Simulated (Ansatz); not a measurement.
This Ansatz input for HgTe in the zincblende structure was spoiled on purpose:

```yaml
crystal:
  lattice:
    - [0.0, 3.3242171039, 3.3242171039]
    - [3.3242171039, 0.0, 3.3242171039]
    - [3.3242171039, 3.3242171039, 0.0]
  atoms:
    - { symbol: Hg, position: [0.0, 0.0, 0.0] }
    - { symbol: Te, position: [0.25, 0.25, 0.25] }
basis:
  ecutwfc: 420
  ecutrho_ratio: 4
kpoints:
  mp_grid: { grid: [10, 10, 10] }
hamiltonian:
  xc: pbe
  hubbard: { sites: [{ species: Hg, l: p, u_eff: 40.0 }] }
scf:
  occupations: { method: gaussian, width: 0.05 }
  max_iter: 100
output:
  forces: true
  stress: true
```

Launched as:
```sh
ansatz run input.yaml --threads 4 --pin off --max-ram 7168MiB --backend cpu --events-out ev --progress --plain --runs-dir out
```

Question: What is wrong with it?

Answer: An enormous U. Against the sound input: hamiltonian.hubbard: {"sites": [{"species": "Hg", "l": "p", "u_eff": 40.0}]} (the cap on iterations is only a precaution).

What the program printed:

```
SCF iter   1: F=—  HF=-20784.983908 eV  |F-HF|=—  |Δ(HF+E_count)|=         —  Δρ=3.93e-2  dr2=2.80e0
SCF iter   2: F=—  HF=-20783.976436 eV  |F-HF|=—  |Δ(HF+E_count)|=    1.01e0  Δρ=1.52e-2  dr2=1.63e-1
SCF iter   3: F=—  HF=-20783.950921 eV  |F-HF|=—  |Δ(HF+E_count)|=   2.55e-2  Δρ=4.60e-3  dr2=1.84e-2
SCF iter   4: F=—  HF=-20783.955705 eV  |F-HF|=—  |Δ(HF+E_count)|=   4.78e-3  Δρ=1.04e-3  dr2=8.66e-4
SCF iter   5: F=—  HF=-20783.957369 eV  |F-HF|=—  |Δ(HF+E_count)|=   1.66e-3  Δρ=2.87e-4  dr2=3.87e-5
SCF iter   6: F=—  HF=-20783.957451 eV  |F-HF|=—  |Δ(HF+E_count)|=   8.19e-5  Δρ=2.58e-5  dr2=2.48e-7
SCF iter   7: F=-20783.957451 eV  HF=-20783.957451 eV  |F-HF|=1.47e-9  |Δ(HF+E_count)|=   1.42e-7  Δρ=2.66e-6  dr2=4.21e-9
```

```
SCF 1 converged in 7 iterations: F = -20783.957451 eV  dr2 = 4.21e-9
SCF converged after 7 iterations
Free energy (F): -20783.957451 eV
E sigma→0 (E₀):  -20783.957373 eV
Entropy (-TS):   -0.000155 eV (-0.078 meV/atom)
Fermi energy:    8.750282 eV
--- Forces (eV/Å), atoms counted from 1 ---
  atom   1  Hg     0.00000000     0.00000000     0.00000000
  atom   2  Te     0.00000000     0.00000000     0.00000000
--- Stress (GPa, compression-positive) ---
       23.331538       0.000000       0.000000
        0.000000      23.331538       0.000000
        0.000000       0.000000      23.331538
  P = ⅓ Tr σ = 23.3315 GPa (233.315 kbar)
```

The run converged all the same; its pressure of 23 GPa shows the fault against the sound run's. Run time: 2.1 s on 4 threads of AMD EPYC 7R43 64-Core Processor (Zen 3), on a shared host, peak memory 0.51 GiB. The run before the change (PBE, 420 eV, 10×10×10 mesh) gave:

| run | P (GPa) | gap on the mesh (eV) | cell moment (μB) | largest force component (eV/Å) |
| --- | --- | --- | --- | --- |
| sound | 0.0 | 0 (bands touch) | – | 0.000 |
| spoiled | 23.3 | 0 (bands touch) | – | 0.000 |

The start was a prototype's sites filled with these elements; the Crystallography Open Database holds the compound in this structure.

Of that run: At this volume the filled and empty bands only touch, so this is a zero-gap semimetal rather than a metal, and a semilocal functional can cause such a touching.
